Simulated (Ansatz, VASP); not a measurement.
# Ni in VASP and in Ansatz

```
Ni
1.0
     2.81951    0.00000    0.00000
     0.00000    2.81951    0.00000
     0.00000    0.00000    2.81951
Ni
2
Direct
  0.00000 0.00000 0.00000
  0.50000 0.50000 0.50000
```

Alike in both runs: functional RPBE; k mesh 11 × 11 × 11; occupations fermi-dirac, width 0.05 eV; collinear spin.

Ansatz relaxed the structure, and its values are those at the end. VASP's run is a single point on that final structure, the one shown.

|  | VASP | Ansatz |
| --- | --- | --- |
| version | VASP 6.6.1 | Ansatz 0.2.0 |
| potentials or method | VASP PAW PBE potentials, release 64 (Ni) | plane waves (420 eV) with PAW, scalar-relativistic |
| plane-wave cutoff (eV) | 520 | 420 |
| valence electrons in the cell | 20 | 36 |

|  | VASP | Ansatz | Ansatz less VASP |
| --- | --- | --- | --- |
| pressure (GPa) | 0.2 | 0.0 | -0.24 |
| net moment per atom (μB) | 0.00 | 0.00 | 0.000 |

The functional is the same, so the differences come from potentials, cutoffs and numerics. The two sets of potentials don't hold the same shells in valence. Ansatz warned: «seeded_moment_not_kept».

Caveats: the PAW data sets were made with another functional, which shifts forces and pressure a little (VASP).
